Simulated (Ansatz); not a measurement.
# MoP (P-6m2) in Ansatz: a series of runs

One crystal, MoP, is run at these levels: PBE; tasks: single point.

Everything below comes from runs of Ansatz 0.2.0. Logs are shortened: lines on timing, memory, paths and dates and some standing lists are left out, and cuts for length are marked.

## Step 1: Starting point

It takes space group P-6m2 (No. 187, hexagonal). The conventional cell has a = 3.223 Å, b = 3.223 Å, c = 3.191 Å, α = 90.00°, β = 90.00°, γ = 120.00°. Mo (site symmetry -6m2) has 6 P at 2.45 Å as nearest neighbours. P (site symmetry -6m2) has 6 Mo at 2.45 Å as nearest neighbours.

## Step 2: Single point, PBE

Contents of input.yaml:

```yaml
crystal:
  lattice:
    - [3.223, 0.0, 0.0]
    - [-1.6115, 2.7911998764, 0.0]
    - [0.0, 0.0, 3.191]
  atoms:
    - { symbol: Mo, position: [0.0, 0.0, 0.0] }
    - { symbol: P, position: [0.3333333333, 0.6666666667, 0.5] }
hamiltonian:
  xc: pbe
  pseudopotentials: { kind: paw }
kpoints:
  mp_grid: { grid: [10, 10, 8] }
scf:
  occupations: { method: gaussian, width: 0.023 }
output:
  forces: true
  stress: true
  eigenvalues: true
  write_density: true
  write_potential: true
  elf: true
  volumetric_format: npy
```

Potentials or basis: Ansatz PAW.

Started as:

```sh
$ ansatz run input.yaml --threads 2 --pin off --max-ram 5632MiB --backend cpu --events-out ev --progress --plain --runs-dir out
```

Standard output:

```text
Warning: RAYON_NUM_THREADS=2 ignored (pool sized by the plan → 2); use --threads N
Engine: ansatz 0.2.0, x86_64-unknown-linux-gnu
Pseudopotentials: kind: paw
Pseudopotential: Mo, paw, valence charge 14, recommended cutoff 420 eV (normal), Mo.paw.azcp
Pseudopotential: P, paw, valence charge 5, recommended cutoff 420 eV (normal), P.paw.azcp
Functional definition: PBE
  parameter kappa = 0.804
  parameter beta = 0.06672455060314922
  exchange = pbe_x(kappa = kappa, mu = beta*pi^2/3)
  correlation = pbe_c(beta = beta)
Crystal: 2 atoms, lattice volume = 28.706 Å³
Basis set: ecut = 420 eV, 551 PW (Γ), exchange–correlation on 48×48×48 points (8 copies of the dense FFT grid, shifted against one another)
Bands: 14, of which v1, the nominal top of the filled ones, is band 10 counted from 1 (9 counted from 0)
Symmetry: 12 space group operations
Space group: P-6m2 (ITA 187), of the structure as read, at distance tolerance 3.1e-5 Å
k-points: 70 of 800 (time reversal used)
Non-local potential: Mo, projectors of the file, l = 0: 3, l = 1: 2, l = 2: 2, l = 3: 1
Non-local potential: P, projectors of the file, l = 0: 2, l = 1: 2, l = 2: 2
PAW form: soft (Blöchl's): semilocal exchange-correlation on the pseudo side does not see the compensation charge
PAW one-centre angular grid: Mo, 590 points (default); XC on 64 Gauss nodes
PAW one-centre angular grid: P, 110 points (default); XC on 64 Gauss nodes
Initial density: superposition of atomic densities (neutral atoms: chi_scale 0, normalization atom), corrected by the library's trained network
Initial wavefunctions: pseudopotential atomic-orbital guess
Functional: x = pbe(κ = 0.804, μ = 0.2195149727645171), c = pbe(β = 0.06672455060314922)
SCF iter   1: F=—  HF=-5713.070382 eV  |F-HF|=—  |Δ(HF+E_count)|=         —  Δρ=6.45e-3  dr2=4.25e-3  ethr=1.77e-3  ⟨swp⟩=6.0  Hψ=5968  notcnv=0
preconditioner: auto → none  [insulator: Δε(μ)=0.059 eV  Ē_g=8.829 eV  σ=0.023 eV  W_gap=0.71  n_scr=8 (ndim 8)  ℏωp=23.0 eV  f_vac=0.000  D(μ)=0.41/eV (n_scr^D=0)  ε∞_Penn≈7.8]
SCF iter   2: F=—  HF=-5713.071662 eV  |F-HF|=—  |Δ(HF+E_count)|=   1.28e-3  Δρ=3.26e-3  dr2=8.37e-4  ethr=2.24e-5  ⟨swp⟩=2.2  Hψ=1940  notcnv=0  defer=27
SCF iter   3: F=—  HF=-5713.072449 eV  |F-HF|=—  |Δ(HF+E_count)|=   7.86e-4  Δρ=4.53e-4  dr2=1.64e-5  ethr=4.41e-6  ⟨swp⟩=2.6  Hψ=1370  notcnv=0  defer=27
SCF iter   4: F=—  HF=-5713.072465 eV  |F-HF|=—  |Δ(HF+E_count)|=   1.66e-5  Δρ=4.02e-5  dr2=1.49e-7  ethr=8.61e-8  ⟨swp⟩=2.7  Hψ=1517  notcnv=0  defer=27
iter 5 did not close the SCF: its close was put off for the readings that it lacked (scf_convergence_deferred on its scf_iter line)
SCF iter   5: F=-5713.072465 eV  HF=-5713.072465 eV  |F-HF|=6.26e-10  |Δ(HF+E_count)|=   1.04e-7  Δρ=6.27e-6  dr2=4.40e-9  ethr=7.85e-10  ⟨swp⟩=2.3  Hψ=1491  notcnv=0  defer=27
SCF iter   6: F=-5713.072465 eV  HF=-5713.072465 eV  |F-HF|=3.64e-11  |Δ(HF+E_count)|=   1.86e-9  Δρ=7.92e-7  dr2=6.23e-11  ethr=2.32e-11  ⟨swp⟩=6.2  Hψ=5331  notcnv=0
SCF 1 converged in 6 iterations: F = -5713.072465 eV  dr2 = 6.23e-11
SCF converged after 6 iterations
Free energy (F): -5713.072465 eV
Harris-Foulkes:  -5713.072465 eV  (|F-HF|=3.64e-11)
Internal energy: -5713.072354 eV  (E = F + TS)
E sigma→0 (E₀):  -5713.072409 eV
Entropy (-TS):   -0.000112 eV (-0.056 meV/atom)
Fermi energy:    17.263436 eV
--- Per-component energies (eV) ---
  E_band       = -62.601691
  E_kinetic    = 517.442188
  E_local      = -1025.513688  (includes V_loc(G=0)·N_el)
  E_nonlocal   = 176.313968
  E_hartree    = 357.065776
  E_xc         = -247.547439
  E_vxc        = -293.276387  (∫ρ·V_xc dr)
  E_paw        = -3770.833437  (= ΣΔE_a)
  E_vpaw       = -151.699525  (= ΣTr[D̂ρ^β])
  E_aug_tail   = 0.000052  (compensation charges beyond the density's cutoff)
  E_ewald      = -1719.999773
  E_smearing   = -0.000112  (= −TS)
  E_closure    = 0.000000  (closes the sum)
  Σ components = -5713.072465   (vs F -5713.072465, Δ=0.00e0)
--- Forces (eV/Å), atoms counted from 1 ---
  atom   1  Mo     0.00000000    -0.00000000     0.00000000
  atom   2  P      0.00000000    -0.00000000     0.00000000
  max |Σ_I F_I| component: 1.30e-16 eV/Å
--- Stress (GPa, compression-positive) ---
        2.805042       0.000000       0.000000
        0.000000       2.805042       0.000000
        0.000000       0.000000       1.998631
  P = ⅓ Tr σ = 2.5362 GPa (25.362 kbar)
--- Band table (eV; the first three rows and the last of 70) ---
  k-point 0: bands = ["-43.9333", "-18.0911", "-17.8720", "-17.8720", "3.3332", "13.0841", "13.9627", "13.9627", "16.5519", "17.5317", "17.5317", "21.3892", "21.3892", "22.8154"]
  k-point 1: bands = ["-43.9304", "-18.1350", "-17.8683", "-17.8683", "3.5847", "12.7517", "14.0792", "14.0792", "16.4897", "16.9584", "16.9584", "21.7701", "21.7701", "23.0240"]
  k-point 2: bands = ["-43.9233", "-18.2396", "-17.8591", "-17.8591", "4.2820", "11.6260", "14.3679", "14.3679", "16.0496", "16.0496", "16.9491", "21.5235", "21.5235", "23.5667"]
  k-point 69: bands = ["-43.8786", "-18.2999", "-18.0994", "-18.0327", "6.4018", "10.4884", "11.5325", "13.9771", "15.8678", "18.8712", "20.5211", "20.8041", "21.7505", "22.8299"]
```

It took 4.8 s on 2 threads of Intel Xeon at 2.50GHz (Skylake/Cascade Lake), shared host; peak memory 0.35 GiB.

What came out:

```yaml
Free_energy: -5713.0725 eV
Pressure: 2.5 GPa
Band_gap_on_the_k_mesh: none (metal or under the smearing width)
```

## Step 3: Single point, PBE

input.yaml, as its differences from that of step 2:

```diff
@@ -14,3 +14,3 @@
 scf:
-  occupations: { method: gaussian, width: 0.023 }
+  occupations: { method: gaussian, width: 0.024 }
 output:
@@ -19,5 +19 @@
   eigenvalues: true
-  write_density: true
-  write_potential: true
-  elf: true
-  volumetric_format: npy
```

Potentials or basis: Ansatz PAW.

Started as:

```sh
$ ansatz run input.yaml --threads 2 --pin off --max-ram 5632MiB --backend cpu --events-out ev --progress --plain --runs-dir out
```

Standard output:

```text
Warning: RAYON_NUM_THREADS=2 ignored (pool sized by the plan → 2); use --threads N
[... 9 set-up lines as earlier in the session ...]
Crystal: 2 atoms, lattice volume = 28.706 Å³
Basis set: ecut = 420 eV, 551 PW (Γ), exchange–correlation on 48×48×48 points (8 copies of the dense FFT grid, shifted against one another)
Bands: 14, of which v1, the nominal top of the filled ones, is band 10 counted from 1 (9 counted from 0)
[... 2 set-up lines as earlier in the session ...]
k-points: 70 of 800 (time reversal used)
[... 8 set-up lines as earlier in the session ...]
SCF iter   1: F=—  HF=-5713.070387 eV  |F-HF|=—  |Δ(HF+E_count)|=         —  Δρ=6.45e-3  dr2=4.25e-3  ethr=1.77e-3  ⟨swp⟩=5.9  Hψ=5962  notcnv=0
preconditioner: auto → none  [insulator: Δε(μ)=0.059 eV  Ē_g=8.829 eV  σ=0.024 eV  W_gap=0.71  n_scr=8 (ndim 8)  ℏωp=23.0 eV  f_vac=0.000  D(μ)=0.40/eV (n_scr^D=0)  ε∞_Penn≈7.8]
SCF iter   2: F=—  HF=-5713.071667 eV  |F-HF|=—  |Δ(HF+E_count)|=   1.28e-3  Δρ=3.26e-3  dr2=8.37e-4  ethr=2.24e-5  ⟨swp⟩=2.2  Hψ=1900  notcnv=0  defer=25
SCF iter   3: F=—  HF=-5713.072454 eV  |F-HF|=—  |Δ(HF+E_count)|=   7.87e-4  Δρ=4.54e-4  dr2=1.65e-5  ethr=4.41e-6  ⟨swp⟩=2.6  Hψ=1370  notcnv=0  defer=25
SCF iter   4: F=—  HF=-5713.072470 eV  |F-HF|=—  |Δ(HF+E_count)|=   1.57e-5  Δρ=4.03e-5  dr2=1.50e-7  ethr=8.67e-8  ⟨swp⟩=2.7  Hψ=1517  notcnv=0  defer=25
iter 5 did not close the SCF: its close was put off for the readings that it lacked (scf_convergence_deferred on its scf_iter line)
SCF iter   5: F=-5713.072470 eV  HF=-5713.072470 eV  |F-HF|=6.38e-10  |Δ(HF+E_count)|=   1.06e-7  Δρ=6.27e-6  dr2=4.40e-9  ethr=7.87e-10  ⟨swp⟩=2.3  Hψ=1477  notcnv=0  defer=25
SCF iter   6: F=-5713.072470 eV  HF=-5713.072470 eV  |F-HF|=3.73e-11  |Δ(HF+E_count)|=   1.81e-9  Δρ=7.92e-7  dr2=6.34e-11  ethr=2.32e-11  ⟨swp⟩=2.9  Hψ=3275  notcnv=0
SCF 1 converged in 6 iterations: F = -5713.072470 eV  dr2 = 6.34e-11
SCF converged after 6 iterations
Free energy (F): -5713.072470 eV
Harris-Foulkes:  -5713.072470 eV  (|F-HF|=3.73e-11)
Internal energy: -5713.072352 eV  (E = F + TS)
E sigma→0 (E₀):  -5713.072411 eV
Entropy (-TS):   -0.000118 eV (-0.059 meV/atom)
Fermi energy:    17.262764 eV
--- Per-component energies (eV) ---
  E_band       = -62.601735
  E_kinetic    = 517.442159
  E_local      = -1025.513600  (includes V_loc(G=0)·N_el)
  E_nonlocal   = 176.313953
  E_hartree    = 357.065720
  E_xc         = -247.547434
  E_vxc        = -293.276380  (∫ρ·V_xc dr)
  E_paw        = -3770.833430  (= ΣΔE_a)
  E_vpaw       = -151.699516  (= ΣTr[D̂ρ^β])
  E_aug_tail   = 0.000052  (compensation charges beyond the density's cutoff)
  E_ewald      = -1719.999773
  E_smearing   = -0.000118  (= −TS)
  E_closure    = -0.000000  (closes the sum)
  Σ components = -5713.072470   (vs F -5713.072470, Δ=0.00e0)
--- Forces (eV/Å), atoms counted from 1 ---
  atom   1  Mo     0.00000000    -0.00000000     0.00000000
  atom   2  P      0.00000000    -0.00000000     0.00000000
  max |Σ_I F_I| component: 1.30e-16 eV/Å
--- Stress (GPa, compression-positive) ---
        2.805424       0.000000       0.000000
        0.000000       2.805424       0.000000
        0.000000       0.000000       1.997737
  P = ⅓ Tr σ = 2.5362 GPa (25.362 kbar)
--- Band table (eV; the first three rows and the last of 70) ---
  k-point 0: bands = ["-43.9333", "-18.0911", "-17.8720", "-17.8720", "3.3332", "13.0841", "13.9627", "13.9627", "16.5519", "17.5316", "17.5316", "21.3892", "21.3892", "22.8154"]
  k-point 1: bands = ["-43.9304", "-18.1350", "-17.8683", "-17.8683", "3.5847", "12.7517", "14.0792", "14.0792", "16.4897", "16.9584", "16.9584", "21.7701", "21.7701", "23.0240"]
  k-point 2: bands = ["-43.9233", "-18.2396", "-17.8591", "-17.8591", "4.2820", "11.6260", "14.3679", "14.3679", "16.0495", "16.0495", "16.9491", "21.5235", "21.5235", "23.5667"]
  k-point 69: bands = ["-43.8786", "-18.2999", "-18.0994", "-18.0327", "6.4018", "10.4884", "11.5325", "13.9771", "15.8678", "18.8712", "20.5211", "20.8041", "21.7505", "22.8299"]
```

Run time: 4 s. Hardware: 2 threads of Intel Xeon at 2.50GHz (Skylake/Cascade Lake), shared host; peak memory 0.34 GiB.

What came out:

```
Free energy            : -5713.0725 eV
Pressure               : 2.5 GPa
Band gap on the k mesh : none (metal or under the smearing width)
```

## Step 4: Single point, PBE

input.yaml, as its differences from that of step 3:

```diff
@@ -14,3 +14,3 @@
 scf:
-  occupations: { method: gaussian, width: 0.024 }
+  occupations: { method: gaussian, width: 0.025 }
 output:
```

Potentials or basis: Ansatz PAW.

Started as:

```sh
$ ansatz run input.yaml --threads 2 --pin off --max-ram 5632MiB --backend cpu --events-out ev --progress --plain --runs-dir out
```

Standard output:

```text
Warning: RAYON_NUM_THREADS=2 ignored (pool sized by the plan → 2); use --threads N
[... 9 set-up lines as earlier in the session ...]
Crystal: 2 atoms, lattice volume = 28.706 Å³
Basis set: ecut = 420 eV, 551 PW (Γ), exchange–correlation on 48×48×48 points (8 copies of the dense FFT grid, shifted against one another)
Bands: 14, of which v1, the nominal top of the filled ones, is band 10 counted from 1 (9 counted from 0)
[... 2 set-up lines as earlier in the session ...]
k-points: 70 of 800 (time reversal used)
[... 8 set-up lines as earlier in the session ...]
SCF iter   1: F=—  HF=-5713.070393 eV  |F-HF|=—  |Δ(HF+E_count)|=         —  Δρ=6.45e-3  dr2=4.25e-3  ethr=1.77e-3  ⟨swp⟩=5.9  Hψ=5948  notcnv=0
preconditioner: auto → none  [insulator: Δε(μ)=0.059 eV  Ē_g=8.829 eV  σ=0.025 eV  W_gap=0.71  n_scr=8 (ndim 8)  ℏωp=23.0 eV  f_vac=0.000  D(μ)=0.39/eV (n_scr^D=0)  ε∞_Penn≈7.8]
SCF iter   2: F=—  HF=-5713.071672 eV  |F-HF|=—  |Δ(HF+E_count)|=   1.28e-3  Δρ=3.26e-3  dr2=8.37e-4  ethr=2.24e-5  ⟨swp⟩=2.2  Hψ=1873  notcnv=0  defer=19
SCF iter   3: F=—  HF=-5713.072460 eV  |F-HF|=—  |Δ(HF+E_count)|=   7.87e-4  Δρ=4.56e-4  dr2=1.66e-5  ethr=4.41e-6  ⟨swp⟩=2.5  Hψ=1368  notcnv=0  defer=19
SCF iter   4: F=—  HF=-5713.072475 eV  |F-HF|=—  |Δ(HF+E_count)|=   1.56e-5  Δρ=4.04e-5  dr2=1.50e-7  ethr=8.75e-8  ⟨swp⟩=2.7  Hψ=1519  notcnv=0  defer=19
iter 5 did not close the SCF: its close was put off for the readings that it lacked (scf_convergence_deferred on its scf_iter line)
SCF iter   5: F=-5713.072475 eV  HF=-5713.072475 eV  |F-HF|=6.39e-10  |Δ(HF+E_count)|=   1.06e-7  Δρ=6.27e-6  dr2=4.40e-9  ethr=7.88e-10  ⟨swp⟩=2.2  Hψ=1452  notcnv=0  defer=19
SCF iter   6: F=-5713.072475 eV  HF=-5713.072475 eV  |F-HF|=3.27e-11  |Δ(HF+E_count)|=   1.84e-9  Δρ=7.92e-7  dr2=6.49e-11  ethr=2.32e-11  ⟨swp⟩=2.8  Hψ=3280  notcnv=0
SCF 1 converged in 6 iterations: F = -5713.072475 eV  dr2 = 6.49e-11
SCF converged after 6 iterations
Free energy (F): -5713.072475 eV
Harris-Foulkes:  -5713.072475 eV  (|F-HF|=3.27e-11)
Internal energy: -5713.072350 eV  (E = F + TS)
E sigma→0 (E₀):  -5713.072413 eV
Entropy (-TS):   -0.000125 eV (-0.063 meV/atom)
Fermi energy:    17.262079 eV
--- Per-component energies (eV) ---
  E_band       = -62.601777
  E_kinetic    = 517.442132
  E_local      = -1025.513514  (includes V_loc(G=0)·N_el)
  E_nonlocal   = 176.313940
  E_hartree    = 357.065664
  E_xc         = -247.547429
  E_vxc        = -293.276373  (∫ρ·V_xc dr)
  E_paw        = -3770.833423  (= ΣΔE_a)
  E_vpaw       = -151.699507  (= ΣTr[D̂ρ^β])
  E_aug_tail   = 0.000052  (compensation charges beyond the density's cutoff)
  E_ewald      = -1719.999773
  E_smearing   = -0.000125  (= −TS)
  E_closure    = 0.000000  (closes the sum)
  Σ components = -5713.072475   (vs F -5713.072475, Δ=0.00e0)
--- Forces (eV/Å), atoms counted from 1 ---
  atom   1  Mo    -0.00000000    -0.00000000     0.00000000
  atom   2  P      0.00000000    -0.00000000     0.00000000
  max |Σ_I F_I| component: 1.30e-16 eV/Å
--- Stress (GPa, compression-positive) ---
        2.805797       0.000000       0.000000
        0.000000       2.805797       0.000000
        0.000000       0.000000       1.996880
  P = ⅓ Tr σ = 2.5362 GPa (25.362 kbar)
--- Band table (eV; the first three rows and the last of 70) ---
  k-point 0: bands = ["-43.9333", "-18.0911", "-17.8720", "-17.8720", "3.3332", "13.0841", "13.9627", "13.9627", "16.5519", "17.5316", "17.5316", "21.3892", "21.3892", "22.8154"]
  k-point 1: bands = ["-43.9304", "-18.1350", "-17.8683", "-17.8683", "3.5847", "12.7517", "14.0792", "14.0792", "16.4897", "16.9584", "16.9584", "21.7701", "21.7701", "23.0240"]
  k-point 2: bands = ["-43.9233", "-18.2396", "-17.8591", "-17.8591", "4.2820", "11.6260", "14.3679", "14.3679", "16.0495", "16.0495", "16.9491", "21.5235", "21.5235", "23.5667"]
  k-point 69: bands = ["-43.8786", "-18.3000", "-18.0994", "-18.0327", "6.4017", "10.4884", "11.5325", "13.9771", "15.8678", "18.8712", "20.5211", "20.8041", "21.7505", "22.8299"]
```

It took 3.3 s on 2 threads of Intel Xeon at 2.50GHz (Skylake/Cascade Lake), shared host; peak memory 0.34 GiB.

What came out:

| Property | Result |
| --- | --- |
| Free energy | -5713.0725 eV |
| Pressure | 2.5 GPa |
| Band gap on the k mesh | none (metal or under the smearing width) |

Stress tensor (GPa, compression positive):
```
2.81 0.00 0.00
0.00 2.81 0.00
0.00 0.00 2.00
```

## Step 5: Single point, PBE

input.yaml, as its differences from that of step 4:

```diff
@@ -14,3 +14,3 @@
 scf:
-  occupations: { method: gaussian, width: 0.025 }
+  occupations: { method: gaussian, width: 0.026 }
 output:
@@ -19 +19,5 @@
   eigenvalues: true
+  write_density: true
+  write_potential: true
+  elf: true
+  volumetric_format: npy
```

Potentials or basis: Ansatz PAW.

Started as:

```sh
$ ansatz run input.yaml --threads 2 --pin off --max-ram 5632MiB --backend cpu --events-out ev --progress --plain --runs-dir out
```

Standard output:

```text
Warning: RAYON_NUM_THREADS=2 ignored (pool sized by the plan → 2); use --threads N
[... 9 set-up lines as earlier in the session ...]
Crystal: 2 atoms, lattice volume = 28.706 Å³
Basis set: ecut = 420 eV, 551 PW (Γ), exchange–correlation on 48×48×48 points (8 copies of the dense FFT grid, shifted against one another)
Bands: 14, of which v1, the nominal top of the filled ones, is band 10 counted from 1 (9 counted from 0)
[... 2 set-up lines as earlier in the session ...]
k-points: 70 of 800 (time reversal used)
[... 27 lines left out ...]
  E_kinetic    = 517.442107
  E_local      = -1025.513439  (includes V_loc(G=0)·N_el)
  E_nonlocal   = 176.313930
  E_hartree    = 357.065614
  E_xc         = -247.547424
  E_vxc        = -293.276366  (∫ρ·V_xc dr)
  E_paw        = -3770.833417  (= ΣΔE_a)
  E_vpaw       = -151.699499  (= ΣTr[D̂ρ^β])
  E_aug_tail   = 0.000052  (compensation charges beyond the density's cutoff)
  E_ewald      = -1719.999773
  E_smearing   = -0.000132  (= −TS)
  E_closure    = -0.000000  (closes the sum)
  Σ components = -5713.072480   (vs F -5713.072480, Δ=0.00e0)
--- Forces (eV/Å), atoms counted from 1 ---
  atom   1  Mo     0.00000000    -0.00000000     0.00000000
  atom   2  P      0.00000000    -0.00000000     0.00000000
  max |Σ_I F_I| component: 1.30e-16 eV/Å
--- Stress (GPa, compression-positive) ---
        2.806155      -0.000000       0.000000
        0.000000       2.806155       0.000000
        0.000000       0.000000       1.996080
  P = ⅓ Tr σ = 2.5361 GPa (25.361 kbar)
--- Band table (eV; the first three rows and the last of 70) ---
  k-point 0: bands = ["-43.9333", "-18.0911", "-17.8720", "-17.8720", "3.3332", "13.0840", "13.9627", "13.9627", "16.5519", "17.5316", "17.5316", "21.3892", "21.3892", "22.8154"]
  k-point 1: bands = ["-43.9304", "-18.1350", "-17.8682", "-17.8682", "3.5847", "12.7517", "14.0792", "14.0792", "16.4897", "16.9584", "16.9584", "21.7701", "21.7701", "23.0240"]
  k-point 2: bands = ["-43.9233", "-18.2396", "-17.8591", "-17.8591", "4.2820", "11.6260", "14.3679", "14.3679", "16.0495", "16.0495", "16.9491", "21.5235", "21.5235", "23.5667"]
  k-point 69: bands = ["-43.8786", "-18.3000", "-18.0994", "-18.0327", "6.4017", "10.4883", "11.5325", "13.9771", "15.8678", "18.8711", "20.5211", "20.8041", "21.7505", "22.8299"]
```

rho_z.tsv:

```text
# z_ang	rho[e/angstrom^3]
# format = ansatz-planar-average/11
# lattice	3.223000000	0.000000000	0.000000000
# lattice	-1.611500000	2.791199876	0.000000000
# lattice	0.000000000	0.000000000	3.191000000
# sites	2
# site	42	0.000000000	-0.000000000	0.000000000
# site	15	0.000000000	1.860799918	1.595500000
0.000000	1.266269e0
0.132958	1.236084e0
0.265917	1.138009e0
0.398875	9.707869e-1
0.531833	7.693412e-1
0.664792	5.916348e-1
[... 16 lines left out ...]
2.925083	1.138009e0
3.058042	1.236084e0
```

It took 4.3 s on 2 threads of Intel Xeon at 2.50GHz (Skylake/Cascade Lake), shared host; peak memory 0.34 GiB.

What came out:

```yaml
Free_energy: -5713.0725 eV
Pressure: 2.5 GPa
Band_gap_on_the_k_mesh: none (metal or under the smearing width)
```

## Step 6: Overview

| smearing | gap on the mesh (eV) | pressure (GPa) |
| --- | --- | --- |
| gaussian 0.023 eV | none | 2.5 |
| gaussian 0.024 eV | none | 2.5 |
| gaussian 0.025 eV | none | 2.5 |
| gaussian 0.026 eV | none | 2.5 |

Alike in all rows: task single point; level PBE; potentials or basis Ansatz PAW; no spin polarisation; cell as given; k mesh 10 × 10 × 8; cutoff (eV) 420.

Every run on the cell as given and a fine mesh finds a metal.

Total energies depend on the potentials used, so only differences within one code and one set of settings carry meaning.
